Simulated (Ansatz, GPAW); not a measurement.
MgO: programs and potentials compared

```xyz
2
Lattice="0.0000 2.0970 2.0970 2.0970 0.0000 2.0970 2.0970 2.0970 0.0000" Properties=species:S:1:pos:R:3 pbc="T T T"
Mg    0.0000    0.0000    0.0000
O     2.0970    2.0970    2.0970
```

The cell is a database's computed one, not the measured one.

Alike in all runs: task single point; functional PBE; k mesh 11 × 11 × 11; occupations gaussian, width 0.014 eV; no spin polarisation; no spin-orbit coupling. Pressure is positive in compression and, in plane waves, holds the error of the finite cutoff, which Ansatz's Pulay term estimates and takes out.

```tsv
program and potentials	plane-wave cutoff (eV)	notes	pressure (GPa)
Ansatz, Ansatz PAW	420	Pulay term of +0.60 GPa included	6.91
Ansatz, all-electron LAPW, scalar-relativistic	-	-	6.97
GPAW, GPAW PAW data sets (gpaw-data 1.2.1)	800	-	6.97
```

The pressure spans 6.91 (Ansatz, Ansatz PAW) to 6.97 GPa (Ansatz, all-electron LAPW, scalar-relativistic), with all-electron results at 6.97.

Differences between rows come from potentials, basis sets and numerical settings, since the functional is the same but for its coding. Runs on potential files found faulty are left out.

All three calculations put MgO under clear compression at this cell, so PBE would favour a larger lattice. This fits the functional's known tendency to overestimate the lattice constants of ionic solids, and suggests that the database cell was relaxed with a functional that binds more tightly. In rock-salt MgO the Madelung attraction between the ions is balanced by steep Pauli repulsion between their closed shells. The lattice is therefore stiff, and even a small mismatch in bond length produces a pressure of several GPa.

The two PAW results, 6.91 and 6.97 GPa, lie close to the all-electron value, so the frozen cores and projectors appear to describe the response to volume well at this geometry. The remaining difference is much smaller than the Pulay term of +0.60 GPa, and may reflect the estimate of that term as much as the potentials themselves. Agreement at a single volume does not establish equal bulk moduli, which depend on how the pressure changes with volume.
